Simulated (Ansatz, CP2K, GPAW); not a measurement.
## HfN: programs and potentials compared

```
Hf N
1.0
     3.19047    0.00000    0.00000
     1.59523    2.76302    0.00000
     1.59523    0.92101    2.60500
Hf N
1 1
Direct
  0.00000 0.00000 0.00000
  0.50000 0.50000 0.50000
```

Alike in all runs: task single point; functional PBE; k mesh 10 × 10 × 10; occupations gaussian, width 0.05 eV; no spin polarisation; no spin-orbit coupling. Pressure is positive in compression and, in plane waves, holds the error of the finite cutoff.

```csv
program and potentials,plane-wave cutoff (eV),notes,band gap (eV),pressure (GPa)
"CP2K, POTENTIAL_UZH Hf GTH-PBE-q12, N GTH-PBE-q5; TZVP-MOLOPT-PBE-GTH basis",-,atomic basis,no gap,2.06
"Ansatz, all-electron LAPW, scalar-relativistic",-,-,no gap,6.65
"GPAW, GPAW PAW data sets (gpaw-data 1.2.1)",800,-,no gap,6.71
```

None finds a gap. The pressure spans 2.06 (CP2K, POTENTIAL_UZH Hf GTH-PBE-q12, N GTH-PBE-q5; TZVP-MOLOPT-PBE-GTH basis) to 6.71 GPa (GPAW, GPAW PAW data sets (gpaw-data 1.2.1)), with all-electron results at 6.65. Rows in atomic bases carry the error of their basis and grid, which can be large.

The functional is the same throughout but for its coding, so the spread measures potentials, basis and numerics; runs on potential files found faulty are left out.
